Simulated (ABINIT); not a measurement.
The system is MoS2.

```
CELL_PARAMETERS angstrom
3.22746 0.00000 0.00000
-1.61373 2.79507 0.00000
0.00000 0.00000 6.31247
ATOMIC_POSITIONS crystal
Mo 0.00000 0.00000 0.50000
S 0.66667 0.33333 0.74468
S 0.33333 0.66667 0.25532
```

Measurements of this composition are mostly on another form, of space group No. 194.

- Program: ABINIT 10.8.3 (patched build)
- Task: relaxation of cell and atoms
- Functional: LDA
- Potentials or basis: PseudoDojo NC SR LDA v0.4.1 standard
- Cutoff: 1088 eV
- k mesh: 7 × 7 × 3
- Occupations: fermi-dirac, width 0.05 eV
- Spin: no spin polarisation

At the start: pressure -5.7 GPa; volume 18.98 Å³/atom.

Problem. Where does the relaxation end?

Solution. Over 16 steps the energy falls by 35.7 meV/atom and the volume is 16.45 Å³/atom (-13.3 %); space group P-3m1 (No. 164, to 0.05 Å).

The path:
| step | energy change (eV) | largest force (eV/Å) | pressure (GPa) | volume (Å³) |
| --- | --- | --- | --- | --- |
| 1 | 0.0000 | 0.1680 | -5.67 | 56.94 |
| 2 | -0.0299 | 0.1115 | -3.30 | 55.96 |
| 3 | -0.0514 | 0.4703 | 0.28 | 54.45 |
| 4 | -0.0580 | 0.4545 | 0.66 | 54.09 |
| 5 | -0.0736 | 0.1949 | 0.44 | 53.15 |
| 6 | -0.0750 | 0.1027 | -0.06 | 53.06 |
| 7 | -0.0759 | 0.0435 | -0.38 | 52.96 |
| 8 | -0.0781 | 0.0406 | -0.82 | 52.70 |
| 9 | -0.0834 | 0.1635 | -1.39 | 52.01 |
| 10 | -0.0933 | 0.2745 | -1.61 | 50.72 |
| 11 | -0.1021 | 0.2284 | -1.14 | 49.78 |
| 12 | -0.1063 | 0.0909 | -0.66 | 49.64 |
| 13 | -0.1068 | 0.0176 | 0.07 | 49.21 |
| 14 | -0.1071 | 0.0104 | -0.08 | 49.41 |
| 15 | -0.1071 | 0.0016 | -0.01 | 49.37 |
| 16 | -0.1071 | 0.0001 | 0.00 | 49.36 |

Final structure:
```xyz
3
Lattice="3.1554 0.0000 0.0000 -1.5777 2.7327 0.0000 0.0000 0.0000 5.7239" Properties=species:S:1:pos:R:3 pbc="T T T"
Mo    0.0000    0.0000    2.8619
S     1.5777    0.9109    4.4195
S     0.0000    1.8218    1.3044
```
